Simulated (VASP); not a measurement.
# H2 in VASP: a series of runs

The runs below take H2 through single point, with PBE+D3(BJ), r2SCAN, HSE06.

All numbers are computed with VASP 6.6.1; they aren't measurements. Logs are shortened: lines on timing, memory, paths and dates and some standing lists are left out, and cuts for length are marked.

### Step 1. The molecule as given

The cell holds a molecule in a box, 2 atoms: a = 10.000 Å, b = 10.000 Å, c = 10.000 Å, α = 90.00°, β = 90.00°, γ = 90.00°.

### Step 2. Single point, PBE+D3(BJ)

Input file INCAR:

```
SYSTEM = H
  ALGO = Normal
  EDIFF = 1E-6
  ENCUT = 450
  GGA = PE
  ISIF = 2
  ISMEAR = 0
  IVDW = 12
  LASPH = .TRUE.
  LCHARG = .FALSE.
  LREAL = .FALSE.
  LWAVE = .FALSE.
  NBANDS = 8
  NELM = 80
  PREC = Accurate
  SIGMA = 0.02
```

Input file KPOINTS:

```
k-points
0
G
  1 1 1
  0 0 0
```

Input file POSCAR:

```
H
1.0
   10.0000000000      0.0000000000      0.0000000000
    0.0000000000     10.0000000000      0.0000000000
    0.0000000000      0.0000000000     10.0000000000
H
2
Direct
    0.5000000000      0.5000000000      0.4600000000
    0.5000000000      0.5000000000      0.5400000000
```

Potentials or basis: VASP PAW PBE potentials, release 64 (H).

Launch:

```console
$ cat potpaw_PBE.64/H/POTCAR > POTCAR
$ mpirun -np 1 vasp_std > vasp.out
```

OUTCAR:

```text
SYSTEM = H
   EDIFF = 1E-6
   ENCUT = 450
   GGA = PE
   ISIF = 2
   ISMEAR = 0
   IVDW = 12
   LASPH = .TRUE.
   LREAL = .FALSE.
   NELM = 80
   PREC = Accurate
 IVDW          = 12

 ion  position               nearest neighbor table
   1  0.500  0.500  0.460-   2 0.80
   2  0.500  0.500  0.540-   1 0.80

  LATTYP: Found a simple cubic cell.
 ALAT       =    10.0000000000

  Lattice vectors:

 A1 = (  10.0000000000,   0.0000000000,   0.0000000000)
 A2 = (   0.0000000000,  10.0000000000,   0.0000000000)
 A3 = (   0.0000000000,   0.0000000000,  10.0000000000)

Analysis of symmetry for initial positions (statically):
=====================================================================
 Subroutine PRICEL returns:
 Original cell was already a primitive cell.

 Routine SETGRP: Setting up the symmetry group for a
 simple cubic supercell.

 Subroutine GETGRP returns: Found 16 space group operations
 (whereof 16 operations were pure point group operations)
 out of a pool of 48 trial point group operations.

The static configuration has the point symmetry D_4h.

Analysis of symmetry for dynamics (positions and initial velocities):
=====================================================================
 Subroutine PRICEL returns:
 Original cell was already a primitive cell.

 Routine SETGRP: Setting up the symmetry group for a
 simple cubic supercell.

 Subroutine GETGRP returns: Found 16 space group operations
 (whereof 16 operations were pure point group operations)
 out of a pool of 48 trial point group operations.

The dynamic configuration has the point symmetry D_4h.

 Subroutine INISYM returns: Found 16 space group operations
 (whereof 16 operations are pure point group operations),
 and found     1 'primitive' translations

----------------------------------------------------------------------------------------

                                     Primitive cell

  volume of cell :    1000.0000

  direct lattice vectors                    reciprocal lattice vectors
    10.000000000  0.000000000  0.000000000     0.100000000  0.000000000  0.000000000
     0.000000000 10.000000000  0.000000000     0.000000000  0.100000000  0.000000000
     0.000000000  0.000000000 10.000000000     0.000000000  0.000000000  0.100000000

  length of vectors
    10.000000000 10.000000000 10.000000000     0.100000000  0.100000000  0.100000000

  position of ions in fractional coordinates (direct lattice)
     0.500000000  0.500000000  0.460000000
     0.500000000  0.500000000  0.540000000

  ion indices of the primitive-cell ions
   primitive index   ion index
                 1           1
                 2           2

----------------------------------------------------------------------------------------

 KPOINTS: k-points

Automatic generation of k-mesh.
 Grid dimensions read from file:
 generate k-points for:    1    1    1

 Generating k-lattice:

  Cartesian coordinates                     Fractional coordinates (reciprocal lattice)
     0.100000000  0.000000000  0.000000000     1.000000000  0.000000000  0.000000000
     0.000000000  0.100000000  0.000000000     0.000000000  1.000000000  0.000000000
     0.000000000  0.000000000  0.100000000     0.000000000  0.000000000  1.000000000

  Length of vectors
     0.100000000  0.100000000  0.100000000

  Shift w.r.t. Gamma in fractional coordinates (k-lattice)
     0.000000000  0.000000000  0.000000000

 Subroutine IBZKPT returns following result:
 ===========================================

 Found      1 irreducible k-points:

 Following reciprocal coordinates:
            Coordinates               Weight
  0.000000  0.000000  0.000000      1.000000
   k-points           NKPTS =      1   k-points in BZ     NKDIM =      1   number of bands    NBANDS=      8
   number of dos      NEDOS =    301   number of ions     NIONS =      2
   total plane-waves  NPLWV = 343000
   dimension x,y,z NGX =    70 NGY =   70 NGZ =   70
   dimension x,y,z NGXF=   140 NGYF=  140 NGZF=  140
   ions per type =               2
   NGX,Y,Z   is equivalent  to a cutoff of  11.64, 11.64, 11.64 a.u.
   NGXF,Y,Z  is equivalent  to a cutoff of  23.27, 23.27, 23.27 a.u.
 SYSTEM =  H
   PREC   = accura    normal or accurate (medium, high low for compatibility)
   ISTART =      0    job   : 0-new  1-cont  2-samecut
   ICHARG =      2    charge: 1-file 2-atom 10-const
   ISPIN  =      1    spin polarized calculation?
   LNONCOLLINEAR =      F non collinear calculations
   LSORBIT =      F    spin-orbit coupling
   LASPH  =      T    aspherical Exc in radial PAW
   ENCUT  =  450.0 eV  33.07 Ry    5.75 a.u.  17.30 17.30 17.30*2*pi/ulx,y,z
   NELM   =     80;   NELMIN=  2; NELMDL= -5     # of ELM steps
   EDIFF  = 0.1E-05   stopping-criterion for ELM
   LREAL  =      F    real-space projection
   EDIFFG = 0.1E-04   stopping-criterion for IOM
   NSW    =      0    number of steps for IOM
   IBRION =     -1    ionic relax: 0-MD 1-quasi-New 2-CG
   NFREE  =      0    steps in history (QN), initial steepest desc. (CG)
   ISIF   =      2    stress and relaxation
   ISYM   =      2    0-nonsym 1-usesym 2-fastsym
   POTIM  = 0.5000    time-step for ionic-motion
   TEBEG  =    0.0;   TEEND  =   0.0 temperature during run
   PSTRESS=    0.0 pullay stress
   NELECT =       2.0000    total number of electrons
   NUPDOWN=      -1.0000    fix difference up-down
   EMIN   =  10.00;   EMAX   =-10.00  energy-range for DOS
   EFERMI =   0.00;   METHOD = LEGACY
   ISMEAR =     0;   SIGMA  =   0.02  broadening in eV -4-tet -1-fermi 0-gaus
   EFERMI_NEDOS =   21; number of points for ismear=-14 and -15
   IALGO  =     38    algorithm
   IMIX   =      4    mixing-type and parameters
     AMIX     =   0.40;   BMIX     =  1.00
     AMIX_MAG =   1.60;   BMIX_MAG =  1.00
  volume/ion in A,a.u.               =     500.00      3374.17
  Fermi-wavevector in a.u.,A,eV,Ry     =   0.206261  0.389778  0.578844  0.042544
  Thomas-Fermi vector in A             =   0.968418
   LORBIT       =      0    0 simple, 1 ext, 2 COOP (PROOUT), +10 PAW based schemes
   GGA     = PE    functional components
   LHFCALC =     F    Hartree Fock is set to
   AEXX    =    0.0000 exact exchange contribution
   IVDW    =    12    specifies the selected vdW correction
   LEPSILON=     F    determine dielectric tensor
   LRPA    =     F    only Hartree local field effects (RPA)
 non-spin polarized calculation
 Gauss-broadening in eV      SIGMA  =   0.02
  energy-cutoff  :      450.00
  volume of cell :     1000.00
 maximum number of plane-waves:     21823
 NGX is ok and might be reduce to    70
   NGX = 35   NGY = 35   NGZ = 35

 number of electron       2.0000002 magnetization

 Free energy of the ion-electron system (eV)
  ---------------------------------------------------
  ext. energy  EPLUGINS =         0.00000000
  ---------------------------------------------------
  free energy    TOTEN  =        -6.73009147 eV

  energy without entropy =       -6.73009147  energy(sigma->0) =       -6.73009147

 E-fermi :  -9.9684     XC(G=0):  -0.3926

 val. band max:      -10.0729345969   @ k =   0.0000   0.0000   0.0000
 cond. band min:      -0.1730369197   @ k =   0.0000   0.0000   0.0000
 fundamental gap:      9.8998976771
 Fermi energy:        -9.9683916356

 k-point     1 :       0.0000    0.0000    0.0000
  band No.  band energies     occupation
      1     -10.0729      2.00000
      2      -0.1730      0.00000
      3       0.2100      0.00000
      4       0.9307      0.00000
      5       0.9307      0.00000
      6       1.3425      0.00000
      7       1.3728      0.00000
      8       1.3838      0.00000

------------------------ aborting loop because EDIFF is reached ----------------------------------------

 Edisp (eV)   -0.00274

 E8    (eV) :    -0.0006

  FORCE on cell =-STRESS in cart. coord.  units (eV):
  Direction    XX          YY          ZZ          XY          YZ          ZX
  --------------------------------------------------------------------------------------
  -------------------------------------------------------------------------------------
  Total      -0.06345    -0.06345    -1.23713     0.00000     0.00000     0.00000
  in kB      -0.10165    -0.10165    -1.98210     0.00000     0.00000     0.00000
  external pressure =       -0.73 kB  Pullay stress =        0.00 kB

 VOLUME and BASIS-vectors are now :
 -----------------------------------------------------------------------------
  energy-cutoff  :      450.00
  volume of cell :     1000.00
      direct lattice vectors                 reciprocal lattice vectors
    10.000000000  0.000000000  0.000000000     0.100000000  0.000000000  0.000000000
     0.000000000 10.000000000  0.000000000     0.000000000  0.100000000  0.000000000
     0.000000000  0.000000000 10.000000000     0.000000000  0.000000000  0.100000000

 POSITION                                       TOTAL-FORCE (eV/Angst)
 -----------------------------------------------------------------------------------
      5.00000      5.00000      4.60000        -0.000000      0.000000      1.449796
      5.00000      5.00000      5.40000         0.000000      0.000000     -1.449796
 -----------------------------------------------------------------------------------
    total drift:                                0.000000      0.000000      0.000000

  FREE ENERGIE OF THE ION-ELECTRON SYSTEM (eV)
  ---------------------------------------------------
  free  energy   TOTEN  =        -6.7328347602 eV

  energy  without entropy=       -6.7328347602  energy(sigma->0) =       -6.73283476
```

It took 47 s on 1 thread of Intel Xeon Platinum 8175M at 2.50GHz (Skylake/Cascade Lake), shared host; peak memory 0.62 GiB.

What came out:

- Free energy: -6.7328 eV
- Largest force: 1.450 eV/Å
- Gap between the frontier levels: 9.90 eV
- Dispersion energy per atom: -0.001 eV

Forces in eV/Å, atoms in the order of the input:
```
H    0.000  0.000  1.450
H    0.000  0.000 -1.450
```

As with any semilocal functional, this PBE gap is likely too small.

### Step 3. Single point, r2SCAN

Input file INCAR:

```
SYSTEM = H
  ALGO = Normal
  EDIFF = 1E-6
  ENCUT = 450
  ISIF = 2
  ISMEAR = 0
  LASPH = .TRUE.
  LCHARG = .FALSE.
  LMIXTAU = .TRUE.
  LREAL = .FALSE.
  LWAVE = .FALSE.
  METAGGA = R2SCAN
  NBANDS = 8
  NELM = 80
  PREC = Accurate
  SIGMA = 0.02
```

KPOINTS is that of step 2.

POSCAR is that of step 2.

Potentials or basis: VASP PAW PBE potentials, release 64 (H).

Launch:

```console
$ cat potpaw_PBE.64/H/POTCAR > POTCAR
$ mpirun -np 1 vasp_std > vasp.out
```

Wall time 7.1 min (1 thread of Intel Xeon Platinum 8175M at 2.50GHz (Skylake/Cascade Lake), shared host); peak memory 0.77 GiB.

Results (log left out):

- Free energy: -6.8511 eV
- Largest force: 1.756 eV/Å
- Gap between the frontier levels: 10.66 eV

Forces on the atoms (eV/Å):
```
H    0.000  0.000  1.756
H    0.000  0.000 -1.756
```

Levels at points of the mesh, in eV from the valence-band top:
```tsv
k point	band 1	band 2	band 3	band 4	band 5	band 6
(0.00, 0.00, 0.00)	0.00	10.66	11.58	12.07	12.07	12.08
```

Caveat: the PAW data sets were made with another functional, which shifts forces and pressure a little. r2SCAN opens gaps a little over a GGA but as a rule still falls short of measured ones.

### Step 4. Single point, HSE06

POSCAR is that of step 3.

Input file INCAR.step1:

```
SYSTEM = H
  ALGO = Normal
  EDIFF = 1E-5
  ENCUT = 450
  GGA = PE
  ISIF = 2
  ISMEAR = 0
  LASPH = .TRUE.
  LCHARG = .FALSE.
  LREAL = .FALSE.
  LWAVE = .TRUE.
  NBANDS = 8
  NELM = 80
  PREC = Accurate
  SIGMA = 0.02
```

Input file INCAR.step2:

```
SYSTEM = H
  ALGO = Normal
  EDIFF = 1E-6
  ENCUT = 450
  GGA = PE
  HFSCREEN = 0.2
  ISIF = 2
  ISMEAR = 0
  ISTART = 1
  LASPH = .TRUE.
  LCHARG = .FALSE.
  LHFCALC = .TRUE.
  LREAL = .FALSE.
  LWAVE = .FALSE.
  NBANDS = 8
  NELM = 80
  PREC = Accurate
  PRECFOCK = Fast
  SIGMA = 0.02
```

KPOINTS is that of step 3.

Launch:

```console
$ cat potpaw_PBE.64/H/POTCAR > POTCAR
$ cp INCAR.step1 INCAR
$ mpirun -np 1 vasp_std > vasp.out
$ cp INCAR.step2 INCAR
$ mpirun -np 1 vasp_std > vasp.out
```

Run time: 87 s. Hardware: 1 thread of Intel Xeon Platinum 8175M at 2.50GHz (Skylake/Cascade Lake), shared host; peak memory 0.7 GiB.

It converged, with:

```
Free energy                     : -7.7820 eV
Largest force                   : 1.677 eV/Å
Gap between the frontier levels : 11.03 eV
```

Forces on the atoms (eV/Å):
```
H    0.000  0.000  1.677
H    0.000  0.000 -1.677
```

Levels at points of the mesh, in eV from the valence-band top:
| k point | band 1 | band 2 | band 3 | band 4 | band 5 |
| --- | --- | --- | --- | --- | --- |
| (0.00, 0.00, 0.00) | 0.00 | 11.03 | 11.71 | 12.22 | 12.22 |

Caveat: the PAW data sets were made with another functional, which shifts forces and pressure a little.

### Step 5. Overview

```tsv
level	grid for exact exchange (PRECFOCK)	screening parameter	gap on the mesh (eV)	largest force (eV/Å)
PBE+D3(BJ)	-	-	9.90	1.45
r2SCAN	-	-	10.66	1.76
HSE06	Fast	0.2 1/A	11.03	1.68
```

Alike in all rows: task single point; potentials or basis VASP PAW PBE potentials, release 64 (H); no spin polarisation; cell as given; k mesh 1 × 1 × 1; cutoff (eV) 450; smearing gaussian 0.02 eV.

On the cell as given the gap runs from 9.90 eV (PBE+D3(BJ)) to 11.03 eV (HSE06).

Caveats: the PAW data sets were made with another functional, which shifts forces and pressure a little (some runs).

Absolute energies hang on the potentials; compare differences alone.
